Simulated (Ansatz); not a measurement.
## NiO under compression: one row to predict

The structure comes from a generated guess, relaxed at this level; another structure or a mixture of phases may lie lower.

These are results of DFT PBE, scalar-relativistic, plane waves, PAW in Ansatz, not measurements. Cutoff 420 eV, Γ-centred 16×16×10 mesh (4-atom cell), Gaussian smearing of 0.10 eV, no spin polarisation.

```cif
data_structure
_symmetry_space_group_name_H-M 'P4_2/mmc'
_symmetry_Int_Tables_number 131
_cell_length_a 2.8302
_cell_length_b 2.8302
_cell_length_c 5.0097
_cell_angle_alpha 90.000
_cell_angle_beta 90.000
_cell_angle_gamma 90.000
_cell_volume 40.13
loop_
_atom_site_label
_atom_site_type_symbol
_atom_site_symmetry_multiplicity
_atom_site_Wyckoff_symbol
_atom_site_fract_x
_atom_site_fract_y
_atom_site_fract_z
_atom_site_occupancy
Ni1 Ni 2 d 0.00000 0.50000 0.50000 1
O1 O 2 e 0.00000 0.00000 0.25000 1
```

The cell was set to several volumes, with shape and atoms relaxed at each where symmetry leaves them free. Pressure is positive in compression, and energies count from the lowest row. No row has a gap on its mesh.

```tsv
row	V (Å³/atom)	P (GPa)	ΔE (meV/atom)
1	8.828	29.80	100.0
2	9.129	?	?
3	9.430	12.62	22.3
4	9.731	5.83	5.2
5	10.032	0.00	0.0
6	10.333	-4.96	4.9
7	10.634	-9.18	18.3
8	11.035	-13.85	47.5
```

**Question.** Find B = −V·ΔP/ΔV from rows 4 and 6 and from rows 1 and 3, and from the two its slope B′ and its value B0 at zero pressure.

**Answer.** Rows 4 and 6 give −(9.731 + 10.333)/2 × (-4.96 − (5.83))/(10.333 − 9.731) = 179.8 GPa at a mean pressure of 0.44 GPa. Rows 1 and 3 give −(8.828 + 9.430)/2 × (12.62 − (29.80))/(9.430 − 8.828) = 260.5 GPa at a mean pressure of 21.21 GPa. So B′ = (260.5 − 179.8)/(21.21 − (0.44)) = 3.89 and B0 = 179.8 − 3.89 × (0.44) = 178.1 GPa. A third-order Birch–Murnaghan fit to all the energies gives B0 = 178.4 GPa and B′ = 4.2.

**Question.** Estimate the pressure and energy of row 2.

**Answer.** From row 5, V0 = 10.032 × (1 + (0.00)/178.1) = 10.032 Å³/atom. Murnaghan's form P = (B0/B′)·[(V0/V)^B′ − 1] gives (178.1/3.89) × [(10.032/9.129)^3.89 − 1] = 20.30 GPa; the computed pressure is 20.55 GPa, so the estimate is off by -0.25 GPa. The work of compression from row 3, with the mean of the two pressures, gives ΔE = 22.3 + (20.30 + 12.62)/2 × (9.430 − 9.129)/160.2 × 1000 = 53.2 meV/atom (1 eV/Å³ = 160.2 GPa); the computed value is 53.1 meV/atom.

In such compounds of Ni a zero gap at this level may well be an artefact, since no Hubbard U is applied. Trial moments died out on the coarse mesh, so the last step has no spin; another magnetic start might hold. All volumes keep the k mesh of the relaxed cell. This cell was reached by moving the atoms of another relaxed cell at random and relaxing again, last within the group found; it had no such test of its own.
